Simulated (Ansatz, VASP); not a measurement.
WS2 in VASP and in Ansatz

```
W S
1.0
     3.43820    0.00000    0.00000
    -1.71910    2.97757    0.00000
     0.00000    0.00000   15.59453
W S
1 2
Cartesian
  0.0000 1.9850 0.0000
  1.7191 0.9925 14.1598
  1.7191 0.9925 1.4347
```

Change from the starting cell: strain +0.080 along x and y, -0.080 along z, atoms carried along.

Alike in both runs: task single point; functional PBEsol; k mesh 12 × 12 × 2; occupations gaussian, width 0.05 eV; no spin polarisation.

|  | VASP | Ansatz |
| --- | --- | --- |
| version | VASP 6.6.1 | Ansatz 0.2.0 |
| potentials or method | VASP PAW PBE potentials, release 64 (W_sv, S) | scalar-relativistic, plane waves, PAW |
| plane-wave cutoff (eV) | 520 | 420 |
| valence electrons in the cell | 26 | 26 |

VASP gave:

* gap on the k mesh at the Fermi level (eV): none
* rms of the force components (eV/Å): 0.356

**Question.** Which values does Ansatz return?

**Answer.** gap on the k mesh at the Fermi level (eV): none; rms of the force components (eV/Å): 0.346.

Atom by atom the forces differ by 0.010 eV/Å (rms over components). A gap of «none» marks a metal or a gap that the smearing closes. The functional is the same, so the differences come from potentials, cutoffs and numerics. Ansatz warned: «xc_potential_rough_in_thin_density».

Caveats: the PAW data sets were made with another functional, which shifts forces and pressure a little (VASP). The runs have no spin-orbit coupling, so splittings on W are missing.
